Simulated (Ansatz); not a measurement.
The same path of a periodic cell of 17 atoms, Rb (host Rb, host structure bcc, interstitial Rb) was run twice with different band settings. Lost on the way: Rb1–Rb10, Rb1–Rb15, Rb5–Rb10, Rb6–Rb8, Rb6–Rb14, Rb11–Rb15. Made: Rb6–Rb10, Rb6–Rb15, Rb10–Rb13, Rb15–Rb16.

These are results of DFT PBE-D3(BJ), scalar-relativistic, plane waves, PAW in Ansatz, not measurements. Settings: cutoff 420 eV, k mesh 2x2x2, gaussian smearing 0.1 eV, no spin polarisation.

Relaxed end points:

```xyz
17
Lattice="11.1800 0.0000 0.0000 0.0000 11.1800 0.0000 0.0000 0.0000 11.1800" Properties=species:S:1:pos:R:3
Rb -0.119 0.034 -0.028
Rb 5.758 -0.018 -0.027
Rb -0.630 4.562 -0.032
Rb -0.320 0.075 5.648
Rb 2.851 2.772 2.923
Rb 5.997 5.028 -0.027
Rb 6.031 -0.101 5.654
Rb 8.264 2.764 3.149
Rb 0.212 5.767 5.518
Rb 2.859 9.295 3.359
Rb 2.850 2.798 8.234
Rb 5.444 5.862 5.515
Rb 8.532 8.184 2.602
Rb 8.260 2.851 7.972
Rb 2.852 9.067 7.930
Rb 8.537 8.136 8.547
Rb 2.437 6.987 0.176
```

```xyz
17
Lattice="11.1800 0.0000 0.0000 0.0000 11.1800 0.0000 0.0000 0.0000 11.1800" Properties=species:S:1:pos:R:3
Rb -0.332 0.322 -0.020
Rb 5.575 0.216 -0.018
Rb -1.182 4.883 -0.028
Rb 0.287 -0.120 5.544
Rb 2.568 3.028 2.626
Rb 5.593 5.485 -0.015
Rb 5.402 0.536 5.632
Rb 8.401 2.590 3.188
Rb 0.152 5.813 5.550
Rb 3.630 8.535 3.326
Rb 2.541 3.039 8.539
Rb 5.691 5.316 5.622
Rb 8.385 8.474 2.916
Rb 8.454 2.584 7.947
Rb 3.481 8.523 7.920
Rb 8.389 8.474 8.245
Rb 1.392 7.740 0.113
```

Common settings: climbing image yes; spring 5.0 eV/Å²; optimiser quadratic models (default); end points relaxed.

| run | movable images | start path | force threshold | iteration limit | theory |
| --- | --- | --- | --- | --- | --- |
| 1 | 5 | straight line | 0.03 eV/Å | 41 | DFT PBE-D3(BJ), scalar-relativistic, plane waves, PAW cutoff 420 eV, k mesh 2x2x2, gaussian smearing 0.1 eV, no spin polarisation |
| 2 | 3 | default | 0.05 eV/Å | 50 | DFT PBE-D3(BJ), scalar-relativistic, plane waves, PAW cutoff 420 eV, k mesh 1x1x1, gaussian smearing 0.1 eV, no spin polarisation |

(1) What does each run give, and how far can it be trusted?

## Answers

(1) Run 1: converged after 21 iterations, highest image 0.000 eV above the first end. The highest image is an end point: on this band no image between the ends rises above it. Inner images lie up to 0.091 eV below the lower end, so the ends aren't the lowest states on this path.
Run 2: converged after 5 iterations, highest image 0.000 eV above the first end. The highest image is an end point: on this band no image between the ends rises above it. Inner images lie up to 0.058 eV below the lower end, so the ends aren't the lowest states on this path. One k-point is too few for this cell, so energies aren't converged.
Limits of this set-up: coarse k mesh, a small cell, in which the defect meets its images.
